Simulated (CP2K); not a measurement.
Crystal: Au.

```
Au
1.0
     2.87792    0.00000    0.00000
     1.43896    2.49236    0.00000
     1.43896    0.83079    2.34982
Au
1
Direct
  0.00000 0.00000 0.00000
```

Base run:

- Program: CP2K 2026.2
- Functional: LDA
- Potentials or basis: POTENTIAL_UZH Au GTH-PBE-q11; TZVP-MOLOPT-PBE-GTH basis
- Density cutoff: 9524 eV
- k mesh: 11 × 11 × 11
- Occupations: fermi-dirac, width 0.05 eV
- Spin: no spin polarisation

Its results: band gap on the k mesh none (metal or under the smearing width); pressure 6.4 GPa.

Task: The run is repeated on the same cell with these changes: functional from LDA to PBE. What comes out?

Result: Band gap on the k mesh none (metal or under the smearing width); pressure 16.3 GPa.

PBE binds less tightly than LDA, so the same cell stands under more pressure.

Caveats: the basis of atomic orbitals isn't converged, which shifts pressures, moduli and gaps; the potentials were made for another functional, which shifts forces and pressure (some runs).

Not every run made on this cell is shown here.
